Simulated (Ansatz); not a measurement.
`FC/C(F)=C\C(F)(F)F` + H₂ → `C=C(F)CF` + `FC(F)F` at 700 K and 1 bar (hydrogenolysis of a C–C bond).

Calculated with Ansatz (gas phase, PBE0-D4/def2-TZVP geometries, no zero-point term in ΔE). CBS: MP2 limit from def2 TZ/QZ plus the TZ coupled-cluster correction, frozen cores. This one scheme is used for every species. One conformer a species, not always the lowest.

```
             species  CCSD(T)/CBS energy (Eh)  H − E (kJ/mol)  S (J/(mol·K))
`FC/C(F)=C\C(F)(F)F`               -652.93983           281.3          536.7
                  H₂                 -1.17544            46.8          155.3
          `C=C(F)CF`               -316.10894           232.5          394.9
            `FC(F)F`               -338.02896           105.5          315.2
```

H − E and S are ideal-gas, rigid-rotor, harmonic terms from PBE0-D4/def2-TZVP, for one conformer and one mirror image of each species. For small species the MP2-based limit differs from directly extrapolated CCSD(T) by up to some mEh (0.8 for H₂); such offsets cancel only in part. 1 Eh = 2625.50 kJ/mol, R = 8.31446 J/(mol·K).

Q: By hand: ΔE, ΔH, ΔS and ΔG.

A: ΔE = (-316.10894) + (-338.02896) − (-652.93983) − (-1.17544) = -0.02263 Eh = -59.4 kJ/mol. Δ(H − E) = 232.5 + 105.5 − 281.3 − 46.8 = 9.9, so ΔH = -49.5 kJ/mol. ΔS = 394.9 + 315.2 − 536.7 − 155.3 = 18.1 J/(mol·K). ΔG = -49.5 − 700 × (18.1)/1000 = -62.2 kJ/mol.

Q: By hand: the equilibrium constant, and the temperature at which ΔG would vanish if ΔH and ΔS stayed fixed.

A: log₁₀ K = −ΔG/(RT ln 10) = 4.6. ΔH and −TΔS have one sign here, so there is no such temperature.

ΔH outweighs TΔS. A doubt of 5 kJ/mol in ΔE shifts log₁₀ K by 0.4 here. Other conformers and mirror images would add mixing entropy, several J/(mol·K) or more a flexible species. Modes under 60 cm⁻¹, often nearly free rotors, make the harmonic entropy too high. These are equilibria of isolated gas molecules and say nothing of rates. Largest T1 diagnostic: 0.012 (customary marks: 0.02 for closed shells, 0.045 for open ones).
